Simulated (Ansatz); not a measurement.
# Se on Ti(0001): change of the work function

How does Se on the fcc site change the work function of Ti(0001) as the layer fills?

Method: plane-wave DFT, PBE, Ansatz PAW, in Ansatz 0.2.0.

## 1. Starting point

The cell holds 4 atoms: 4 Ti. Cell: a = 2.950 Å, b = 2.950 Å, c = 25.027 Å, α = 90.0°, β = 90.0°, γ = 60.0°. Vacuum lies along c.

## 2. The clean slab

The bare slab comes first, as the zero from which every change is counted. The two lowest layers are held at bulk places and the upper ones relax. The dipole correction removes the false field that a one-sided slab makes across the periodic vacuum, so each face gets a flat vacuum level of its own.

input.yaml reads:

```yaml
crystal:
  lattice:
    - [2.95, 0.0, 0.0]
    - [1.475, 2.5547749412, 0.0]
    - [0.0, 0.0, 25.0269]
  atoms:
    - { symbol: Ti, position: [0.6666666667, 0.6666666667, 0.3596130564] }
    - { symbol: Ti, position: [0.0, 0.0, 0.4532043521] }
    - { symbol: Ti, position: [0.6666666667, 0.6666666667, 0.5467956479] }
    - { symbol: Ti, position: [0.0, 0.0, 0.6403869436] }
kpoints:
  mp_grid: { grid: [12, 12, 1] }
hamiltonian:
  xc: pbe
scf:
  occupations: { method: fermi_dirac, width: 0.1 }
  convergence: { dr2_threshold: 1.0e-08 }
efield:
  axis: 3
  dipole_correction: true
  ramp_position: 0.97
  ramp_width: 0.06
relax:
  f_tol: 0.02
  max_steps: 60
  constraints: [{ sites: [0, 1] }]
output:
  write_potential: true
  write_density: true
  volumetric_format: npy
```

Launch:

```console
$ ansatz run input.yaml --threads 4 --pin off --max-ram 6144MiB --backend cpu --events-out ev --progress --plain --runs-dir out
```

Numbers of over 12 decimals in the logs are rounded to 6 here.

The log of the run:

```text
Engine: ansatz 0.2.0, x86_64-unknown-linux-gnu
Pseudopotentials: kind: paw
Pseudopotential: Ti, paw, valence charge 12, recommended cutoff 420 eV (normal), Ti.paw.azcp
Functional definition: PBE
  parameter kappa = 0.804
  parameter beta = 0.066725
  exchange = pbe_x(kappa = kappa, mu = beta*pi^2/3)
  correlation = pbe_c(beta = beta)
Crystal: 4 atoms, lattice volume = 188.617 Å³
Basis set: ecut = 420 eV, 3611 PW (Γ), exchange–correlation on 40×40×360 points (8 copies of the dense FFT grid, shifted against one another)
Bands: 29, of which v1, the nominal top of the filled ones, is band 24 counted from 1 (23 counted from 0)
Symmetry: 6 space group operations
k-points: 19 of 144 (time reversal used)
Non-local potential: Ti, projectors of the file, l = 0: 3, l = 1: 2, l = 2: 3, l = 3: 1
PAW form: soft (Blöchl's): semilocal exchange-correlation on the pseudo side does not see the compensation charge
PAW one-centre angular grid: Ti, 590 points (default); XC on 64 Gauss nodes
Initial density: superposition of atomic densities (neutral atoms: chi_scale 0, normalization atom), corrected by the library's trained network
Initial wavefunctions: pseudopotential atomic-orbital guess
Functional: x = pbe(κ = 0.804, μ = 0.219515), c = pbe(β = 0.066725)
SCF iter   1: F=—  HF=-9996.827743 eV  |F-HF|=—  |Δ(HF+E_count)|=         —  Δρ=6.22e-3  dr2=3.89e-1  ethr=1.77e-3  p=0.000 e·Å  D=9.93e-14 V/Å  ΔV_dip=-0.00 eV  dr2_dipole=9.47e-6  V_vac-E_F(+/−)=4.09/4.09 eV  ⟨swp⟩=7.0  Hψ=5629  notcnv=0
efield: sawtooth ramp at fractional position 0.9700 (set: `efield.ramp_position`, or a place that a band, a saddle search or an elastic batch's reference lends), width 0.0600; the density the first Hamiltonian is built on has a dipole p = 0.000 e·Å; the dipole correction subtracts the counter field D = 9.93e-14 V/Å, which shifts the + side's vacuum level by -0.00 eV against the − side's; the planar-averaged density in the ramp window peaks in size at 3.0e-5 e/Å³
automatic band count: the SCF goes on with 34 bands, as 29 were too few: the levels above may hold too much charge
preconditioner: auto → LDOS  [metal: Δε(μ)=0.033 eV  Ē_g=2.762 eV  σ=0.100 eV  W_gap=0.08  n_scr=16 (ndim 8)  ℏωp=10.8 eV  f_vac=0.550  D(μ)=8.41/eV (n_scr^D=88)  β→1.0]
SCF iter   2: F=—  HF=-9996.820569 eV  |F-HF|=—  |Δ(HF+E_count)|=   7.17e-3  Δρ=2.07e-3  dr2=1.66e-2  ethr=8.11e-4  p=-0.000 e·Å  D=-3.83e-5 V/Å  ΔV_dip=0.00 eV  dr2_dipole=2.48e-6  V_vac-E_F(+/−)=4.36/4.36 eV  ⟨swp⟩=1.9  Hψ=850  notcnv=0
SCF iter   3: F=—  HF=-9996.820330 eV  |F-HF|=—  |Δ(HF+E_count)|=   2.39e-4  Δρ=7.15e-4  dr2=2.59e-3  ethr=3.45e-5  p=-0.000 e·Å  D=-4.47e-5 V/Å  ΔV_dip=0.00 eV  dr2_dipole=9.88e-8  V_vac-E_F(+/−)=4.36/4.36 eV  ⟨swp⟩=2.1  Hψ=828  notcnv=0
SCF iter   4: F=—  HF=-9996.820202 eV  |F-HF|=—  |Δ(HF+E_count)|=   1.27e-4  Δρ=1.83e-4  dr2=7.43e-5  ethr=5.40e-6  p=-0.000 e·Å  D=-7.21e-6 V/Å  ΔV_dip=0.00 eV  dr2_dipole=6.13e-7  V_vac-E_F(+/−)=4.39/4.39 eV  ⟨swp⟩=2.0  Hψ=788  notcnv=0
SCF iter   5: F=—  HF=-9996.820299 eV  |F-HF|=—  |Δ(HF+E_count)|=   9.64e-5  Δρ=1.05e-4  dr2=4.27e-5  ethr=1.55e-7  p=-0.000 e·Å  D=-6.01e-6 V/Å  ΔV_dip=0.00 eV  dr2_dipole=2.14e-9  V_vac-E_F(+/−)=4.40/4.40 eV  ⟨swp⟩=3.4  Hψ=1272  notcnv=0
SCF iter   6: F=—  HF=-9996.820294 eV  |F-HF|=—  |Δ(HF+E_count)|=   4.32e-6  Δρ=3.45e-5  dr2=6.91e-6  ethr=8.90e-8  p=0.000 e·Å  D=5.35e-6 V/Å  ΔV_dip=-0.00 eV  dr2_dipole=7.66e-12  V_vac-E_F(+/−)=4.41/4.41 eV  ⟨swp⟩=2.2  Hψ=859  notcnv=0
SCF iter   7: F=—  HF=-9996.820326 eV  |F-HF|=—  |Δ(HF+E_count)|=   3.11e-5  Δρ=9.74e-6  dr2=2.32e-7  ethr=1.44e-8  p=0.000 e·Å  D=4.35e-6 V/Å  ΔV_dip=-0.00 eV  dr2_dipole=2.49e-10  V_vac-E_F(+/−)=4.41/4.41 eV  ⟨swp⟩=1.5  Hψ=670  notcnv=0
SCF iter   8: F=—  HF=-9996.820326 eV  |F-HF|=—  |Δ(HF+E_count)|=   3.11e-7  Δρ=4.96e-6  dr2=7.04e-8  ethr=4.82e-10  p=0.000 e·Å  D=3.40e-6 V/Å  ΔV_dip=-0.00 eV  dr2_dipole=1.24e-11  V_vac-E_F(+/−)=4.41/4.41 eV  ⟨swp⟩=3.0  Hψ=1250  notcnv=0
SCF iter   9: F=-9996.820326 eV  HF=-9996.820326 eV  |F-HF|=4.66e-9  |Δ(HF+E_count)|=   1.09e-8  Δρ=1.31e-6  dr2=3.15e-9  ethr=2.08e-11  p=0.000 e·Å  D=1.86e-6 V/Å  ΔV_dip=-0.00 eV  dr2_dipole=2.57e-11  V_vac-E_F(+/−)=4.41/4.41 eV  ⟨swp⟩=7.9  Hψ=4140  notcnv=0
SCF 1 converged in 9 iterations: F = -9996.820326 eV  dr2 = 3.15e-9
  greatest PAW one-centre occupation: 0.999 electrons in one spin orbital (limit 2), on the Ti atom at site 2 (counted from 0), in its partial waves of l = 0
relax step   1: F+E_penalty+E_count = -9996.82032589 eV  Δ(F+E_penalty+E_count) = +0.000e0 eV  max|allowed force component| = 6.136e-1 eV/Å  Δτ_max = 0.0000 Å  (9 SCF iters, accepted)
Bands: 34, of which v1, the nominal top of the filled ones, is band 24 counted from 1 (23 counted from 0)
Initial density: handed on by an earlier stage of this run
Initial wavefunctions: those handed on with the density
SCF iter   1: F=—  HF=-9997.020719 eV  |F-HF|=—  |Δ(HF+E_count)|=         —  Δρ=1.54e-2  dr2=3.23e0  ethr=3.10e-3  p=0.000 e·Å  D=6.87e-7 V/Å  ΔV_dip=-0.00 eV  dr2_dipole=2.03e-1  V_vac-E_F(+/−)=4.45/4.45 eV  ⟨swp⟩=4.8  Hψ=1854  notcnv=0
efield: sawtooth ramp at fractional position 0.9700 (set: `efield.ramp_position`, or a place that a band, a saddle search or an elastic batch's reference lends), width 0.0600; the density the first Hamiltonian is built on has a dipole p = 0.000 e·Å; the dipole correction subtracts the counter field D = 6.87e-7 V/Å, which shifts the + side's vacuum level by -0.00 eV against the − side's; the planar-averaged density in the ramp window peaks in size at 8.7e-6 e/Å³
preconditioner: auto → LDOS  [metal: Δε(μ)=0.006 eV  Ē_g=2.864 eV  σ=0.100 eV  W_gap=0.02  n_scr=16 (ndim 8)  ℏωp=10.8 eV  f_vac=0.560  D(μ)=7.32/eV (n_scr^D=62)  β→1.0]
SCF iter   2: F=—  HF=-9996.896701 eV  |F-HF|=—  |Δ(HF+E_count)|=   1.24e-1  Δρ=7.26e-3  dr2=5.18e-1  ethr=3.10e-3  p=0.018 e·Å  D=1.74e-2 V/Å  ΔV_dip=-0.44 eV  dr2_dipole=8.81e-2  V_vac-E_F(+/−)=4.00/4.43 eV  ⟨swp⟩=2.1  Hψ=1128  notcnv=0
SCF iter   3: F=—  HF=-9996.864910 eV  |F-HF|=—  |Δ(HF+E_count)|=   3.18e-2  Δρ=2.42e-3  dr2=6.44e-2  ethr=1.08e-3  p=0.007 e·Å  D=6.93e-3 V/Å  ΔV_dip=-0.17 eV  dr2_dipole=1.04e-2  V_vac-E_F(+/−)=4.26/4.43 eV  ⟨swp⟩=2.1  Hψ=988  notcnv=0
SCF iter   4: F=—  HF=-9996.859770 eV  |F-HF|=—  |Δ(HF+E_count)|=   5.14e-3  Δρ=9.85e-4  dr2=8.07e-3  ethr=1.34e-4  p=0.007 e·Å  D=6.69e-3 V/Å  ΔV_dip=-0.17 eV  dr2_dipole=2.47e-3  V_vac-E_F(+/−)=4.26/4.43 eV  ⟨swp⟩=2.1  Hψ=974  notcnv=0
SCF iter   5: F=—  HF=-9996.859565 eV  |F-HF|=—  |Δ(HF+E_count)|=   2.05e-4  Δρ=1.72e-4  dr2=9.56e-5  ethr=1.68e-5  p=0.006 e·Å  D=5.68e-3 V/Å  ΔV_dip=-0.14 eV  dr2_dipole=1.68e-5  V_vac-E_F(+/−)=4.29/4.43 eV  ⟨swp⟩=1.9  Hψ=759  notcnv=0
SCF iter   6: F=—  HF=-9996.859596 eV  |F-HF|=—  |Δ(HF+E_count)|=   3.11e-5  Δρ=9.00e-5  dr2=6.59e-5  ethr=1.99e-7  p=0.005 e·Å  D=5.13e-3 V/Å  ΔV_dip=-0.13 eV  dr2_dipole=5.11e-6  V_vac-E_F(+/−)=4.30/4.43 eV  ⟨swp⟩=2.3  Hψ=888  notcnv=0
SCF iter   7: F=—  HF=-9996.859606 eV  |F-HF|=—  |Δ(HF+E_count)|=   9.84e-6  Δρ=5.04e-5  dr2=8.15e-6  ethr=1.37e-7  p=0.005 e·Å  D=4.68e-3 V/Å  ΔV_dip=-0.12 eV  dr2_dipole=1.86e-6  V_vac-E_F(+/−)=4.31/4.43 eV  ⟨swp⟩=1.7  Hψ=678  notcnv=0
SCF iter   8: F=—  HF=-9996.859637 eV  |F-HF|=—  |Δ(HF+E_count)|=   3.13e-5  Δρ=1.65e-5  dr2=1.25e-6  ethr=1.70e-8  p=0.005 e·Å  D=4.37e-3 V/Å  ΔV_dip=-0.11 eV  dr2_dipole=3.62e-8  V_vac-E_F(+/−)=4.32/4.43 eV  ⟨swp⟩=2.5  Hψ=1020  notcnv=0
SCF iter   9: F=—  HF=-9996.859637 eV  |F-HF|=—  |Δ(HF+E_count)|=   1.31e-7  Δρ=6.35e-6  dr2=1.44e-7  ethr=2.60e-9  p=0.004 e·Å  D=4.27e-3 V/Å  ΔV_dip=-0.11 eV  dr2_dipole=6.40e-9  V_vac-E_F(+/−)=4.32/4.43 eV  ⟨swp⟩=2.1  Hψ=814  notcnv=0
SCF iter  10: F=—  HF=-9996.859637 eV  |F-HF|=—  |Δ(HF+E_count)|=   2.22e-8  Δρ=1.77e-6  dr2=1.73e-8  ethr=3.01e-10  p=0.004 e·Å  D=4.25e-3 V/Å  ΔV_dip=-0.11 eV  dr2_dipole=1.59e-9  V_vac-E_F(+/−)=4.32/4.43 eV  ⟨swp⟩=2.6  Hψ=940  notcnv=0
SCF iter  11: F=-9996.859637 eV  HF=-9996.859637 eV  |F-HF|=7.37e-10  |Δ(HF+E_count)|=   7.35e-9  Δρ=6.02e-7  dr2=2.39e-9  ethr=2.08e-11  p=0.004 e·Å  D=4.24e-3 V/Å  ΔV_dip=-0.11 eV  dr2_dipole=4.77e-10  V_vac-E_F(+/−)=4.32/4.43 eV  ⟨swp⟩=9.3  Hψ=3722  notcnv=0
SCF 2 converged in 11 iterations: F = -9996.859637 eV  dr2 = 2.39e-9
  greatest PAW one-centre occupation: 0.999 electrons in one spin orbital (limit 2), on the Ti atom at site 1 (counted from 0), in its partial waves of l = 0
relax step   2: F+E_penalty+E_count = -9996.85963748 eV  Δ(F+E_penalty+E_count) = -3.931e-2 eV  max|allowed force component| = 4.318e-1 eV/Å  Δτ_max = 0.1956 Å  (11 SCF iters, accepted)
iter 1 solved again at ethr=1.59e-3 eV; its pass at ethr=3.10e-3 eV (dr2=7.66e-1 eV) is discarded
SCF iter   1: F=—  HF=-9996.908496 eV  |F-HF|=—  |Δ(HF+E_count)|=         —  Δρ=7.69e-3  dr2=8.62e-1  ethr=1.59e-3  p=0.004 e·Å  D=4.24e-3 V/Å  ΔV_dip=-0.11 eV  dr2_dipole=4.10e-2  V_vac-E_F(+/−)=4.31/4.42 eV  ⟨swp⟩=1.0  Hψ=2302  notcnv=0
efield: sawtooth ramp at fractional position 0.9700 (set: `efield.ramp_position`, or a place that a band, a saddle search or an elastic batch's reference lends), width 0.0600; the density the first Hamiltonian is built on has a dipole p = 0.004 e·Å; the dipole correction subtracts the counter field D = 4.24e-3 V/Å, which shifts the + side's vacuum level by -0.11 eV against the − side's; the planar-averaged density in the ramp window peaks in size at 7.3e-6 e/Å³
preconditioner: auto → LDOS  [metal: Δε(μ)=0.012 eV  Ē_g=2.791 eV  σ=0.100 eV  W_gap=0.03  n_scr=16 (ndim 8)  ℏωp=10.8 eV  f_vac=0.555  D(μ)=7.84/eV (n_scr^D=74)  β→1.0]
SCF iter   2: F=—  HF=-9996.881426 eV  |F-HF|=—  |Δ(HF+E_count)|=   2.71e-2  Δρ=3.90e-3  dr2=1.36e-1  ethr=1.59e-3  p=-0.001 e·Å  D=-1.03e-3 V/Å  ΔV_dip=0.03 eV  dr2_dipole=2.98e-5  V_vac-E_F(+/−)=4.46/4.44 eV  ⟨swp⟩=2.1  Hψ=803  notcnv=0
SCF iter   3: F=—  HF=-9996.876843 eV  |F-HF|=—  |Δ(HF+E_count)|=   4.58e-3  Δρ=1.02e-3  dr2=7.96e-3  ethr=2.84e-4  p=0.001 e·Å  D=1.33e-3 V/Å  ΔV_dip=-0.03 eV  dr2_dipole=4.47e-4  V_vac-E_F(+/−)=4.39/4.43 eV  ⟨swp⟩=2.0  Hψ=893  notcnv=0
SCF iter   4: F=—  HF=-9996.876298 eV  |F-HF|=—  |Δ(HF+E_count)|=   5.45e-4  Δρ=2.15e-4  dr2=1.88e-4  ethr=1.66e-5  p=0.001 e·Å  D=1.32e-3 V/Å  ΔV_dip=-0.03 eV  dr2_dipole=4.33e-5  V_vac-E_F(+/−)=4.39/4.43 eV  ⟨swp⟩=2.0  Hψ=779  notcnv=0
SCF iter   5: F=—  HF=-9996.876320 eV  |F-HF|=—  |Δ(HF+E_count)|=   2.23e-5  Δρ=8.59e-5  dr2=4.19e-5  ethr=3.92e-7  p=0.002 e·Å  D=1.54e-3 V/Å  ΔV_dip=-0.04 eV  dr2_dipole=6.00e-6  V_vac-E_F(+/−)=4.39/4.42 eV  ⟨swp⟩=2.3  Hψ=962  notcnv=0
SCF iter   6: F=—  HF=-9996.876358 eV  |F-HF|=—  |Δ(HF+E_count)|=   3.76e-5  Δρ=3.19e-5  dr2=6.27e-6  ethr=8.73e-8  p=0.002 e·Å  D=1.75e-3 V/Å  ΔV_dip=-0.04 eV  dr2_dipole=2.47e-7  V_vac-E_F(+/−)=4.38/4.42 eV  ⟨swp⟩=2.0  Hψ=789  notcnv=0
SCF iter   7: F=—  HF=-9996.876383 eV  |F-HF|=—  |Δ(HF+E_count)|=   2.55e-5  Δρ=1.32e-5  dr2=9.86e-7  ethr=1.31e-8  p=0.002 e·Å  D=1.88e-3 V/Å  ΔV_dip=-0.05 eV  dr2_dipole=1.33e-7  V_vac-E_F(+/−)=4.38/4.42 eV  ⟨swp⟩=2.1  Hψ=797  notcnv=0
SCF iter   8: F=—  HF=-9996.876384 eV  |F-HF|=—  |Δ(HF+E_count)|=   1.86e-7  Δρ=5.15e-6  dr2=2.27e-7  ethr=2.05e-9  p=0.002 e·Å  D=1.96e-3 V/Å  ΔV_dip=-0.05 eV  dr2_dipole=1.79e-8  V_vac-E_F(+/−)=4.37/4.42 eV  ⟨swp⟩=2.0  Hψ=828  notcnv=0
SCF iter   9: F=-9996.876384 eV  HF=-9996.876384 eV  |F-HF|=6.04e-9  |Δ(HF+E_count)|=   1.35e-8  Δρ=1.63e-6  dr2=7.64e-9  ethr=2.08e-11  p=0.002 e·Å  D=1.99e-3 V/Å  ΔV_dip=-0.05 eV  dr2_dipole=3.77e-10  V_vac-E_F(+/−)=4.37/4.42 eV  ⟨swp⟩=8.6  Hψ=4586  notcnv=0
SCF 3 converged in 9 iterations: F = -9996.876384 eV  dr2 = 7.64e-9
relax step   3: F+E_penalty+E_count = -9996.87638356 eV  Δ(F+E_penalty+E_count) = -1.675e-2 eV  max|allowed force component| = 1.190e-2 eV/Å  Δτ_max = 0.0899 Å  (9 SCF iters, accepted)
NSCF: frozen V_eff on 19 k-points
the band table was solved once a step of the walk had ended and its energy, with any forces and stress, was formed, with the checks that follow a solve (2893 applications of the Hamiltonian). They found nothing against the state; the energy, forces and stress were not computed again (output.eigenvalues in the input reference)
WARN: The input density's exchange-correlation potential varies sharply where the density is thin. Do not read a vacuum level from v_tot or v_xc, or from such a field of the output density. On a cell that repeats whose density bears no net charge and no dipole along the vacuum's axis use v_es (v_loc + v_h of the components); under efield.dipole_correction with no amplitude use v_es + v_field, which holds any external [...]
SCF converged after 9 iterations
Free energy (F): -9996.876384 eV
Harris-Foulkes:  -9996.876384 eV  (|F-HF|=6.04e-9)
Internal energy: -9996.623465 eV  (E = F + TS)
E sigma→0 (E₀):  -9996.749924 eV
Entropy (-TS):   -0.252919 eV (-63.230 meV/atom)
Fermi energy:    2.290332 eV
Dipole field:    D = 0.002018 V/Å  (p = 0.002103 e·Å, saw-weighted, corrected)
Work function:   Φ+ = 4.3729 eV   Φ− = 4.4234 eV
Levels:          The Fermi level and band energies are counted from a zero that moves with the ramp; work functions are not
--- Per-component energies (eV) ---
  E_band       = -1160.708059
  E_kinetic    = 1085.706678
  E_local      = -50168.130853  (includes V_loc(G=0)·N_el)
  E_nonlocal   = 34.277154
  E_hartree    = 24527.751108
  E_xc         = -386.964371
  E_vxc        = -483.802243  (∫ρ·V_xc dr)
  E_paw        = -4190.770095  (= ΣΔE_a)
  E_vpaw       = -684.249597  (= ΣTr[D̂ρ^β])
  E_aug_tail   = 0.000492  (compensation charges beyond the density's cutoff)
  E_efield     = 0.000002  (sawtooth field / dipole correction)
  E_vefield    = 0.000915  (∫n·V_field dr)
  E_ewald      = 19101.506420
  E_smearing   = -0.252919  (= −TS)
  E_closure    = -0.000000  (closes the sum)
  Σ components = -9996.876384   (vs F -9996.876384, Δ=0.00e0)
--- Forces (eV/Å), atoms counted from 1 ---
  atom   1  Ti    -0.00000000     0.00000000     0.60717104
  atom   2  Ti     0.00000000    -0.00000000    -0.58698483
  atom   3  Ti     0.00000000     0.00000000    -0.00824531
  atom   4  Ti    -0.00000000    -0.00000000    -0.01190250
  max |Σ_I F_I| component: 3.84e-5 eV/Å
--- Band table (eV; the first three rows and the last of 19) ---
  k-point 0: bands = [... 20 lower, 2.0512, 2.2819, 2.7160, 2.7943, 2.9364, 2.9364, 3.0094, 3.0094, ... 6 higher]
  k-point 1: bands = [... 20 lower, 1.9894, 2.2496, 2.5399, 2.6448, 2.8456, 2.9373, 3.0405, 3.0898, ... 6 higher]
  k-point 2: bands = [... 20 lower, 1.7486, 2.0197, 2.1514, 2.4575, 2.5617, 2.7274, 3.0024, 3.2370, ... 6 higher]
  k-point 18: bands = [... 20 lower, 1.1279, 1.5089, 1.5929, 2.2386, 2.2466, 2.3803, 2.4174, 2.5706, ... 6 higher]
--- Relaxed structure (3 steps of the walk, 3 accepted, 0 SCFs on fresh bases) ---
  F+E_penalty+E_count = -9996.87638356 eV   max|allowed force component| = 1.190e-2 eV/Å
  atoms:
    - { symbol: Ti, position: [0.666667, 0.666667, 0.3596130564] }
    - { symbol: Ti, position: [0.0, 0.0, 0.4532043521] }
    - { symbol: Ti, position: [0.666667, 0.666667, 0.549513] }
    - { symbol: Ti, position: [0, 0, 0.636167] }
```

The job ended after 30 s (4 threads of AMD EPYC 7571, shared host; peak memory 0.54 GiB; 1.8 min of CPU time).

Step by step:

| step | energy less that of the first step (eV) | largest force component (eV/Å) |
| --- | --- | --- |
| 1 | 0.0000 | 0.6136 |
| 2 | -0.0393 | 0.4318 |
| 3 | -0.0561 | 0.0119 |

The run keeps the 6 symmetry operations that it works with, so distortions that break them were not tested.

The atoms that moved most (Å):

| atom | dx | dy | dz | length |
| --- | --- | --- | --- | --- |
| Ti4 | 0.000 | 0.000 | -0.106 | 0.106 |
| Ti3 | 0.000 | 0.000 | 0.068 | 0.068 |

Final coordinates:

```xyz
4
Lattice="2.9500 0.0000 0.0000 1.4750 2.5548 0.0000 0.0000 0.0000 25.0269" Properties=species:S:1:pos:R:3
Ti    2.9500    1.7032    9.0000
Ti    0.0000    0.0000   11.3423
Ti    2.9500    1.7032   13.7526
Ti    0.0000    0.0000   15.9213
```

Numbers from this step:

* energy at zero smearing: -9996.7499 eV
* work function, upper face: 4.373 eV
* work function, lower face: 4.423 eV
* dipole along the normal: 0.002103 e·Å
* step between the vacuum levels: -0.05051 eV

Running mean over 2.342 Å of the planar mean; the ramp of the sawtooth is left out. Electron's electrostatic potential energy less the Fermi level against z:

| z (Å) | electron's electrostatic potential energy less the Fermi level (eV) |
| --- | --- |
| 3.5 | 4.42 |
| 4.0 | 4.42 |
| 4.5 | 4.42 |
| 5.0 | 4.40 |
| 5.5 | 4.36 |
| 6.0 | 4.24 |
| 6.5 | 3.89 |
| 7.0 | 2.89 |
| 7.5 | 0.393 |
| 8.0 | -3.13 |
| 8.5 | -5.88 |
| 9.0 | -6.74 |
| 9.5 | -6.71 |
| 10.0 | -6.59 |
| 10.5 | -6.56 |
| 11.0 | -6.58 |
| 11.5 | -6.56 |
| 12.0 | -6.38 |
| 12.5 | -6.24 |
| 13.0 | -6.32 |
| 13.5 | -6.57 |
| 14.0 | -6.94 |
| 14.5 | -7.53 |
| 15.0 | -7.68 |
| 15.5 | -7.32 |
| 16.0 | -6.81 |
| 16.5 | -5.57 |
| 17.0 | -2.61 |
| 17.5 | 0.849 |
| 18.0 | 3.07 |
| 18.5 | 3.92 |
| 19.0 | 4.22 |
| 19.5 | 4.32 |
| 20.0 | 4.36 |
| 20.5 | 4.37 |
| 21.0 | 4.37 |
| 21.5 | 4.37 |

The relaxation took 3 steps and lowered the energy by 0.056 eV; the largest force on the free atoms ends at 0.012 eV/Å.

The work function of the upper face is 4.37 eV.

[end of part 1 of 3]

[Logs are printed without paths, hosts, clocks, repeated set-up lines and the standing remarks that a program may print on its own settings, such as how far it seeks lower states.]

[Hosts, paths, dates, database ids (printed as entryN), source tags and the programs' standing remarks are cut or masked in the printed files.]

[Maps of the electrostatic potential energy from Ansatz leave out the sawtooth potential of an applied field or a dipole correction, so their vacuum need not be flat; planar profiles and work functions include it.]
